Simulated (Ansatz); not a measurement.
Stoichiometric slabs of NbP (I4_1md (No. 109)), cut along different planes. They are 9 to 13 Å thick, cut from the relaxed bulk and then relaxed; γ is the mean of both faces, φ the top face's.

```
Nb P
1.0
    -1.66013    1.66013    5.64519
     1.66013   -1.66013    5.64519
     1.66013    1.66013   -5.64519
Nb P
2 2
Direct
  0.75019 0.75019 0.00000
  0.50019 0.00019 0.50000
  0.33244 0.33244 0.00000
  0.08244 0.58244 0.50000
```

Level of theory: DFT PBEsol, scalar-relativistic, plane waves, PAW (Ansatz). Cutoff 420 eV, k spacing 0.19 to 0.25 Å⁻¹, dipole correction; spin where the bulk is magnetic.

```tsv
slab	cell (Å²)	γ as cut (J/m²)	γ relaxed (J/m²)	φ (eV)	bulk gap (eV)
(112), Nb/P	28.7	4.24	3.66	3.44	0.0
(001), Nb/P	11.0	4.52	4.42	3.73	0.0
```

Task: Estimate γ for (001), P/Nb (cell 11.0 Å², bulk gap 0.0 eV).

Result: 2.56 J/m² as cut and 2.51 J/m² relaxed, the lowest of the 3.

Task: Which of these faces must appear on a crystal's equilibrium shape?

Result: By Wulff's rule each face lies at a distance from the centre in proportion to its γ, so the lowest, (001), P/Nb at 2.51 J/m², lies nearest and is sure to appear among those computed; areas also depend on angles and on how many equivalent faces there are.

Where a slab's two faces differ, γ is their mean, each face has its own, which moves with the chemical potentials, and such polar cuts usually reconstruct, which these small cells can't show; the order above holds for the means.